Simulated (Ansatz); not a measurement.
# Nickel, diamond: HSE06 at the PBE geometry, part 2 of 2

Aim: see what exact exchange does to the levels and moments, and what it costs. The cell comes from an earlier PBE relaxation. Exact exchange is dear, so the k-mesh is coarse, and PBE is run on the same mesh for comparison.

Ansatz 0.2.0, plane waves with PAW, scalar-relativistic. The steps go on from the part before.

### 3 HSE06, coarse mesh

The run with HSE06.

input.yaml reads:

```yaml
crystal:
  lattice:
    - [0.0, 2.5501173767, 2.5501173767]
    - [2.5501173767, 0.0, 2.5501173767]
    - [2.5501173767, 2.5501173767, 0.0]
  atoms:
    - { symbol: Ni, position: [0.125, 0.125, 0.125], spin: 0.839 }
    - { symbol: Ni, position: [0.875, 0.875, 0.875], spin: 0.839 }
hamiltonian:
  xc: hse06
  pseudopotentials:
    kind: paw
    azcp:
      Ni: "pseudopotentials/Ni.paw.azcp"
basis:
  ecutwfc: 420
  fft_grid_basis: typed
kpoints:
  mp_grid: { grid: [6, 6, 6], shift: [0, 0, 0] }
magnetization:
  spin_polarized: true
scf:
  occupations: { method: fermi_dirac, width: 0.1 }
output:
  write_density: true
  write_potential: true
  elf: true
  volumetric_format: npy
```

Launch:

```sh
$ ansatz run input.yaml --threads 4 --pin off --max-ram 8192MiB --backend cpu --events-out ev --progress --plain --runs-dir out
```

Log:

```text
Warning: RAYON_NUM_THREADS=4 ignored (pool sized by the plan → 4); use --threads N
Engine: ansatz 0.2.0, aarch64-unknown-linux-gnu
Pseudopotentials: kind: paw
Pseudopotential: Ni, paw, valence charge 18, recommended cutoff 420 eV (normal), <dir>
Functional definition: HSE06
  parameter a = 0.25
  parameter omega = 0.11/bohr
  exchange = pbe_x - a*pbe_x_sr(omega) + a*exact_x_sr(omega)
  correlation = pbe_c
Crystal: 2 atoms, lattice volume = 33.167 Å³
Basis set: ecut = 420 eV, 645 PW (Γ)
Bands: 23, of which v1, the nominal top of the filled ones, is band 18 counted from 1 (17 counted from 0)
Symmetry: 48 space group operations
Space group: Fd-3m (ITA 227), of the structure as read, at distance tolerance 3.2e-5 Å
Magnetic group: BNS 227.128 (UNI 1630), of the structure as read, at distance tolerance 3.2e-5 Å
k-points: 16 of 216
Non-local potential: Ni, projectors of the file, l = 0: 3, l = 1: 2, l = 2: 3, l = 3: 1
PAW form: soft (Blöchl's): semilocal exchange-correlation on the pseudo side does not see the compensation charge
PAW frozen core: Ni, regenerated for the run's functional, and the local potential with it (the file was generated under x = pbe(κ = 0.804, μ = 0.2195149727645171), c = pbe(β = 0.06672455060314922))
PAW one-centre angular grid: Ni, 590 points (default); XC on 96 Gauss nodes
Initial density: superposition of atomic densities (chi_scale 0.1, normalization cell)
Starting moments: Σ|m| = 1.678 μB on 2 of 2 sites
Initial wavefunctions: pseudopotential atomic-orbital guess
Functional: x = pbe(κ = 0.804, μ = 0.2195149727645171), c = pbe(β = 0.06672455060314922), warm-up for x = pbe(κ = 0.804, μ = 0.2195149727645171) + 0.25 (exact − pbe) at short range (hse, ω = 0.20786987370883472 Å⁻¹), c = pbe(β = 0.06672455060314922); HSE06 as pw.x's `hse` composes it (authors' and Libxc's form: `xc: wpbeh`)
iter 1 solved again at ethr=1.03e-2 eV; its pass at ethr=1.00e-1 eV (dr2=3.72e0 eV) is discarded
SCF iter   1: F=—  HF=-11677.624522 eV  |F-HF|=—  |Δ(HF+E_count)|=         —  Δρ=6.96e-2 (↑5.84e-2 ↓6.96e-2)  dr2=3.91e0  dr2_m=2.21e-2  M=1.308 μB ∫|m|=1.344 μB  β_m=0.30  ethr=1.03e-2  ⟨swp⟩=2.9  Hψ=3509  notcnv=0
preconditioner: auto → Kerker (q_TF=auto, 2.766 Å⁻¹)  [metal: Δε(μ)=0.006 eV  Ē_g=7.990 eV  σ=0.100 eV  W_gap=0.01  n_scr=14 (ndim 8)  ℏωp=28.8 eV  f_vac=0.002  D(μ)=3.99/eV (n_scr^D=58)]
spin=Collinear: Kerker preconditioning applied to the charge; magnetization (m = ρ↑ − ρ↓) channel mixes plain (no charge-response kernel on spin).
iter 2 solved again at ethr=1.01e-3 eV; its pass at ethr=1.03e-2 eV (dr2=3.65e-1 eV) is discarded
SCF iter   2: F=—  HF=-11677.235465 eV  |F-HF|=—  |Δ(HF+E_count)|=   3.89e-1  Δρ=1.56e-2 (↑1.53e-2 ↓1.56e-2)  dr2=3.36e-1  dr2_m=1.46e-2  M=1.431 μB ∫|m|=1.513 μB  β_m=1.00  ethr=1.01e-3  ⟨swp⟩=3.0  Hψ=3101  notcnv=0  defer=6
SCF iter   3: F=—  HF=-11677.172239 eV  |F-HF|=—  |Δ(HF+E_count)|=   6.32e-2  Δρ=1.32e-2 (↑1.32e-2 ↓1.13e-2)  dr2=2.81e-1  dr2_m=1.32e-3  M=1.408 μB ∫|m|=1.553 μB  β_m=1.00  ethr=9.34e-4  ⟨swp⟩=2.2  Hψ=1478  notcnv=0  defer=5
SCF iter   4: F=—  HF=-11677.054122 eV  |F-HF|=—  |Δ(HF+E_count)|=   1.18e-1  Δρ=1.38e-2 (↑3.94e-3 ↓1.38e-2)  dr2=4.31e-2  dr2_m=1.23e-2  M=1.495 μB ∫|m|=1.654 μB  β_m=1.00  ethr=7.80e-4  ⟨swp⟩=3.6  Hψ=1658  notcnv=0  defer=5
SCF iter   5: F=—  HF=-11677.070185 eV  |F-HF|=—  |Δ(HF+E_count)|=   1.61e-2  Δρ=1.03e-2 (↑6.80e-3 ↓1.03e-2)  dr2=5.25e-2  dr2_m=1.15e-3  M=1.520 μB ∫|m|=1.687 μB  β_m=1.00  ethr=1.20e-4  ⟨swp⟩=2.7  Hψ=1415  notcnv=0  defer=2
SCF iter   6: F=—  HF=-11677.078640 eV  |F-HF|=—  |Δ(HF+E_count)|=   8.46e-3  Δρ=5.11e-3 (↑4.72e-3 ↓5.11e-3)  dr2=1.50e-2  dr2_m=3.72e-5  M=1.506 μB ∫|m|=1.683 μB  β_m=0.30  ethr=1.20e-4  ⟨swp⟩=3.1  Hψ=1848  notcnv=0
Mixer restart at iter 6: flushing history
spin-set hold released at iteration 6 (site moments contracting): the magnetisation degrees of freedom join the quasi-Newton model from the next iteration; the mixer history was flushed
SCF iter   7: F=—  HF=-11677.084403 eV  |F-HF|=—  |Δ(HF+E_count)|=   5.76e-3  Δρ=2.00e-3 (↑2.00e-3 ↓9.87e-4)  dr2=8.51e-4  dr2_m=3.22e-4  M=1.524 μB ∫|m|=1.703 μB  β_m=0.43  ethr=4.17e-5  ⟨swp⟩=3.0  Hψ=1751  notcnv=0
[... 8 lines left out ...]
SCF 1 converged in 15 iterations: F = -11677.092446 eV  dr2 = 2.78e-12
Initial density: handed on by an earlier stage of this run
Starting moments: Σ|m| = 1.678 μB on 2 of 2 sites; this step starts from the density that it was given
Initial wavefunctions: those handed on with the density
Functional: x = pbe(κ = 0.804, μ = 0.2195149727645171) + 0.25 (exact − pbe) at short range (hse, ω = 0.20786987370883472 Å⁻¹), c = pbe(β = 0.06672455060314922); HSE06 as pw.x's `hse` composes it (authors' and Libxc's form: `xc: wpbeh`)
Exchange kernel: α = 0.2500, screened, ω = 0.2079 Å⁻¹, Wigner–Seitz truncation, v(0) = 1045.7447 eV·Å³, q-mesh 6×6×6, nearest image of the exchange supercell L = 21.64 Å, pair-density grid 18×18×18, without the augmentation charges, whose exchange is taken in its separable form by FFT convolution over the k-point mesh (sized by the pseudopotential files, 20×20×20 at the most), smooth part of the exact exchange by density-matrix convolution
Frozen-core exchange: fock
[... 2 lines left out ...]
preconditioner: auto → Kerker (q_TF=auto, 2.766 Å⁻¹)  [metal: Δε(μ)=0.020 eV  Ē_g=9.387 eV  σ=0.100 eV  W_gap=0.05  n_scr=14 (ndim 8)  ℏωp=28.8 eV  f_vac=0.041  D(μ)=2.28/eV (n_scr^D=26)]
spin=Collinear: Kerker preconditioning applied to the charge; magnetization (m = ρ↑ − ρ↓) channel mixes plain (no charge-response kernel on spin).
[... 7 lines left out ...]
SCF 2 stopped early in 8 iterations: F = -11672.827854 eV  dr2 = 2.62e-5
hybrid outer 1: dexx = +6.316e-1 eV, tail = 2.09e-3 eV
Exchange kernel: α = 0.2500, screened, ω = 0.2079 Å⁻¹, Wigner–Seitz truncation, v(0) = 1045.7447 eV·Å³, q-mesh 6×6×6, nearest image of the exchange supercell L = 21.64 Å, pair-density grid 18×18×18, without the augmentation charges, whose exchange is taken in its separable form by FFT convolution over the k-point mesh (sized by the pseudopotential files, 20×20×20 at the most), smooth part of the exact exchange by density-matrix convolution
Frozen-core exchange: fock
[... 1 line left out ...]
preconditioner: auto → Kerker (q_TF=auto, 2.766 Å⁻¹)  [metal: Δε(μ)=0.120 eV  Ē_g=9.376 eV  σ=0.100 eV  W_gap=0.29  n_scr=14 (ndim 8)  ℏωp=28.8 eV  f_vac=0.042  D(μ)=1.75/eV (n_scr^D=14)]
spin=Collinear: Kerker preconditioning applied to the charge; magnetization (m = ρ↑ − ρ↓) channel mixes plain (no charge-response kernel on spin).
[... 3 lines left out ...]
iter 5 solved again at ethr=1.13e-9 eV; its pass at ethr=1.44e-7 eV (dr2=4.08e-7 eV) is discarded
SCF iter   5: F=—  HF=-11672.824071 eV  |F-HF|=—  |Δ(HF+E_count)|=   6.28e-6  Δρ=3.90e-5 (↑2.02e-5 ↓3.90e-5)  dr2=6.99e-7  dr2_m=1.76e-7  M=1.872 μB ∫|m|=2.424 μB  β_m=0.80  ethr=1.13e-9  ⟨swp⟩=3.8  Hψ=3851  notcnv=0  defer=3
SCF iter   6: F=—  HF=-11672.824075 eV  |F-HF|=—  |Δ(HF+E_count)|=   3.10e-6  Δρ=7.34e-5 (↑5.33e-5 ↓7.34e-5)  dr2=2.64e-6  dr2_m=6.27e-8  M=1.874 μB ∫|m|=2.425 μB  β_m=0.90  ethr=1.12e-9  ⟨swp⟩=3.7  Hψ=2006  notcnv=0
SCF iter   7: F=—  HF=-11672.824074 eV  |F-HF|=—  |Δ(HF+E_count)|=   3.78e-7  Δρ=5.25e-5 (↑9.06e-6 ↓5.25e-5)  dr2=7.53e-7  dr2_m=1.69e-7  M=1.874 μB ∫|m|=2.425 μB  β_m=0.86  ethr=1.12e-9  ⟨swp⟩=4.0  Hψ=2268  notcnv=0
SCF iter   8: F=—  HF=-11672.824074 eV  |F-HF|=—  |Δ(HF+E_count)|=   1.78e-7  Δρ=2.52e-5 (↑4.03e-6 ↓2.52e-5)  dr2=1.80e-7  dr2_m=3.97e-8  M=1.874 μB ∫|m|=2.425 μB  β_m=0.93  ethr=1.12e-9  ⟨swp⟩=2.8  Hψ=1526  notcnv=0
SCF iter   9: F=-11672.824074 eV  HF=-11672.824074 eV  |F-HF|=1.61e-8  |Δ(HF+E_count)|=   7.24e-8  Δρ=6.42e-6 (↑2.12e-6 ↓6.42e-6)  dr2=1.62e-8  dr2_m=1.65e-9  M=1.874 μB ∫|m|=2.425 μB  ethr=4.69e-10  ⟨swp⟩=3.1  Hψ=1558  notcnv=0
SCF 3 converged in 9 iterations: F = -11672.824074 eV  dr2 = 1.62e-8
hybrid outer 2: dexx = +3.715e-4 eV, tail = 2.86e-6 eV, Δε = 4.06e-2 eV (about 2.66e-3 eV left of the loop's levels)
Exchange kernel: α = 0.2500, screened, ω = 0.2079 Å⁻¹, Wigner–Seitz truncation, v(0) = 1045.7447 eV·Å³, q-mesh 6×6×6, nearest image of the exchange supercell L = 21.64 Å, pair-density grid 18×18×18, without the augmentation charges, whose exchange is taken in its separable form by FFT convolution over the k-point mesh (sized by the pseudopotential files, 20×20×20 at the most), smooth part of the exact exchange by density-matrix convolution
Frozen-core exchange: fock
SCF iter   1: F=—  HF=-11672.824049 eV  |F-HF|=—  |Δ(HF+E_count)|=         —  Δρ=2.31e-5 (↑2.31e-5 ↓2.05e-5)  dr2=1.15e-7  dr2_m=1.28e-7  M=1.874 μB ∫|m|=2.425 μB  β_m=0.30  ethr=3.97e-8  ⟨swp⟩=2.8  Hψ=1534  notcnv=0
preconditioner: auto → Kerker (q_TF=auto, 2.766 Å⁻¹)  [metal: Δε(μ)=0.124 eV  Ē_g=9.363 eV  σ=0.100 eV  W_gap=0.30  n_scr=14 (ndim 8)  ℏωp=28.8 eV  f_vac=0.042  D(μ)=1.77/eV (n_scr^D=14)]
spin=Collinear: Kerker preconditioning applied to the charge; magnetization (m = ρ↑ − ρ↓) channel mixes plain (no charge-response kernel on spin).
SCF iter   2: F=—  HF=-11672.824049 eV  |F-HF|=—  |Δ(HF+E_count)|=   3.65e-7  Δρ=4.14e-5 (↑2.53e-5 ↓4.14e-5)  dr2=8.67e-8  dr2_m=3.27e-7  M=1.874 μB ∫|m|=2.426 μB  β_m=0.30  ethr=7.44e-11  ⟨swp⟩=4.5  Hψ=2569  notcnv=0
SCF iter   3: F=—  HF=-11672.824050 eV  |F-HF|=—  |Δ(HF+E_count)|=   3.70e-7  Δρ=4.73e-5 (↑2.56e-5 ↓4.73e-5)  dr2=1.12e-7  dr2_m=3.93e-7  M=1.874 μB ∫|m|=2.426 μB  β_m=0.55  ethr=7.44e-11  ⟨swp⟩=3.7  Hψ=1595  notcnv=0
SCF iter   4: F=-11672.824050 eV  HF=-11672.824050 eV  |F-HF|=6.02e-8  |Δ(HF+E_count)|=   4.82e-7  Δρ=1.69e-5 (↑1.69e-5 ↓9.21e-6)  dr2=9.76e-8  dr2_m=1.13e-8  M=1.875 μB ∫|m|=2.426 μB  ethr=7.44e-11  ⟨swp⟩=4.0  Hψ=2378  notcnv=0
SCF 4 converged in 4 iterations: F = -11672.824050 eV  dr2 = 9.76e-8
hybrid outer 3: dexx = +1.255e-6 eV, tail = 3.07e-7 eV, Δε = 2.11e-3 eV (about 8.51e-4 eV left of the loop's levels)
this state was not tested for a lower state beside it, because the functional holds exact exchange (a hybrid, or Hartree-Fock), whose exchange loop this test does not read (fock_operator); the stability check (scf.self_checks: high) cannot read this state: a pseudopotential is PAW: the check reads norm-conserving sets alone
hybrid SCF converged: 3 outer / 21 inner (+15 warm-up), last move |dexx| = 1.25e-6 eV, tail = 3.07e-7 eV
Magnetization: 1.8749 μB (18.9375 up, 17.0625 down)
Absolute magnetization: 2.4276 μB (∫|ρ↑−ρ↓|, with the PAW one-centre terms)
Spin contamination: 0.1341 ħ² per cell (⟨S²⟩ above its minimum at these occupations)
Per-site moments (μB) at R_I (Å): [(1.045564054939906, 0.9109924027274113), (1.0455640549399055, 0.9109924027274113)]
Free energy (F): -11672.824050 eV
Frozen-core exchange: fock
Harris-Foulkes:  -11672.824050 eV  (|F-HF|=6.02e-8)
Internal energy: -11672.765416 eV  (E = F + TS)
E sigma→0 (E₀):  -11672.794733 eV
Entropy (-TS):   -0.058633 eV (-29.317 meV/atom)
Fermi energy:    10.643480 eV
--- Per-component energies (eV) ---
  E_band       = -949.598756
  E_kinetic    = 565.956330
  E_local      = -8939.519761  (includes V_loc(G=0)·N_el)
  E_nonlocal   = 1291.626680
  E_hartree    = 3775.538917
  E_xc         = -133.369471
  E_vxc        = -170.030045  (∫ρ·V_xc dr)
  E_exx        = -191.101504  (= α·E_x^exact, valence–valence)
  E_paw        = -3113.843878  (= ΣΔE_a)
  E_vpaw       = -866.475996  (= ΣTr[D̂ρ^β])
  E_aug_tail   = 0.001265  (compensation charges beyond the density's cutoff)
  E_ewald      = -4927.621456
  E_core_change = -0.432539  (= ΣΔE_core)
  E_smearing   = -0.058633  (= −TS)
  E_closure    = 0.000000  (closes the sum)
  Σ components = -11672.824050   (vs F -11672.824050, Δ=0.00e0)
--- Band table (eV; the first three rows and the last of 32) ---
  k-point 0 ↑: bands = ["-99.7998", "-99.6958", "-58.7224", "-58.7224", "-58.7224", "-58.4958", "-58.4958", "-58.4958", "2.9878", "5.1400", "5.1400", "5.1400", "5.3525", "5.3525", "6.6505", "6.6505", "6.6505", "7.8324", "7.8324", "23.0126", "23.0126"]
  k-point 1 ↑: bands = ["-99.7946", "-99.7009", "-58.7276", "-58.7276", "-58.7188", "-58.5006", "-58.4908", "-58.4908", "3.5422", "5.0305", "5.0305", "5.1748", "5.5386", "5.5386", "6.5581", "6.6792", "6.6792", "7.7993", "7.7993", "18.1340", "21.3316"]
  k-point 2 ↑: bands = ["-99.7821", "-99.7133", "-58.7374", "-58.7374", "-58.7105", "-58.5110", "-58.4816", "-58.4816", "4.7245", "5.0365", "5.0365", "5.3711", "5.5776", "5.5776", "6.7824", "6.9170", "6.9170", "7.6678", "7.6678", "13.3696", "20.1547"]
  k-point 15 ↓: bands = ["-97.9765", "-97.9765", "-56.8894", "-56.8894", "-56.7102", "-56.7102", "-56.5256", "-56.5256", "6.3648", "6.3648", "7.5243", "7.5243", "7.8673", "7.8673", "8.0095", "8.0095", "11.4448", "11.4448", "12.4399", "12.4399", "13.9252"]
  guard bands above this table: 2 of the run's 23 bands, where the rule asks 3: the bands that hold charge and the lowest empty level above them stay in the table. The solve was not asked for them (output.publish_guard_bands: true or output.eigenvalues: true publishes all)
```

Wall time 12 s (4 threads of Arm Neoverse V1, shared host); peak memory 0.94 GiB.

Axes a, b and c in the maps are those of this run's conventional cell (a, b, c = 5.100, 5.100, 5.100 Å).

Density in a lattice plane of the grid's cell (edges 5.10 and 5.10 Å, at 0.125 of the third edge), which holds Ni. It is the smooth density of the valence electrons, not physical close to the nuclei.

Ten even steps from '0' (0.04 e/Å³) to '9' (44.36 e/Å³):
```
000000000000000000000000
000000000000000000000000
000000000000000000000000
000000000000000000000000
000000000000000000000000
000000000000012321000000
000000000000026972000000
000000000000026972000000
000000000000012321000000
000000000000000000000000
000000000000000000000000
000000000000000000000000
000000000000000000000000
000000000000000000000000
000000000000000000000000
012321000000000000000000
026972000000000000000000
026972000000000000000000
012321000000000000000000
000000000000000000000000
```
Columns run along the first of these edges and rows up along the second, over one cell in 24 and 20 even steps from the bottom left corner. Atoms in the plane (fractional): Ni at (0.12, 0.12), Ni at (0.62, 0.62).

Spin density (up less down) in a lattice plane of the grid's cell (edges 5.10 and 5.10 Å, at 0.125 of the third edge), which holds Ni.

Values in e/Å³, 12 rows by 12 columns:
```
-0.02 -0.02 -0.02 -0.02 -0.02 -0.01 -0.01 -0.01 -0.01 -0.01 -0.01 -0.02
-0.01 -0.01 -0.01 -0.01 -0.01 -0.02 -0.02 -0.01 -0.01 -0.02 -0.02 -0.01
 0.00  0.00  0.00  0.00 -0.01 -0.02  0.02  0.11  0.10  0.02 -0.02 -0.01
 0.00  0.00  0.00  0.00 -0.01 -0.02  0.07  1.84  1.89  0.10 -0.01 -0.01
 0.00  0.00  0.00  0.00 -0.01 -0.02  0.07  1.84  1.84  0.11 -0.01 -0.01
 0.00  0.00  0.00  0.00 -0.01 -0.02  0.01  0.07  0.07  0.02 -0.02 -0.01
-0.01 -0.01 -0.01 -0.01 -0.01 -0.02 -0.02 -0.02 -0.02 -0.02 -0.02 -0.01
-0.02 -0.01 -0.01 -0.02 -0.02 -0.01 -0.01 -0.01 -0.01 -0.01 -0.01 -0.02
 0.02  0.11  0.10  0.02 -0.02 -0.01  0.00  0.00  0.00  0.00 -0.01 -0.02
 0.07  1.84  1.89  0.10 -0.01 -0.01  0.00  0.00  0.00  0.00 -0.01 -0.02
 0.07  1.84  1.84  0.11 -0.01 -0.01  0.00  0.00  0.00  0.00 -0.01 -0.02
 0.01  0.07  0.07  0.02 -0.02 -0.01  0.00  0.00  0.00  0.00 -0.01 -0.02
```
Columns run along the first of these edges and rows up along the second, over one cell in 12 and 12 even steps from the bottom left corner. Atoms in the plane (fractional): Ni at (0.12, 0.12), Ni at (0.62, 0.62).

### 4 Side by side

```csv
functional,gap on the mesh,Fermi energy (eV),magnetic state,SCF cycles,exchange loops,CPU time
PBE,none (levels filled in part),10.462,"ferromagnetic, up to 0.82 μB per atom",11,-,2.5 s
HSE06,none (levels filled in part),10.643,"ferromagnetic, up to 1.05 μB per atom",36,3,41 s
```

### 5 What came out

The summary covers parts 1 to 2.

```
                         quantity                                  value
                         PBE: gap           none (levels filled in part)
              PBE: magnetic state  ferromagnetic, up to 0.82 μB per atom
                       HSE06: gap           none (levels filled in part)
            HSE06: magnetic state  ferromagnetic, up to 1.05 μB per atom
HSE06: SCF cycles, exchange loops                                  36, 3
 HSE06: CPU time over that of PBE                                     16
```

What this shows: Neither PBE nor HSE06 shows a clean gap on this mesh. The largest moment goes from 0.82 to 1.05 μB; exact exchange favours larger moments in itinerant magnets. The hybrid took 16 times as much CPU time as PBE on the same settings. The exchange operator of HSE06 was renewed in 3 outer loops. The total energies in the logs cannot be compared from one functional to another.
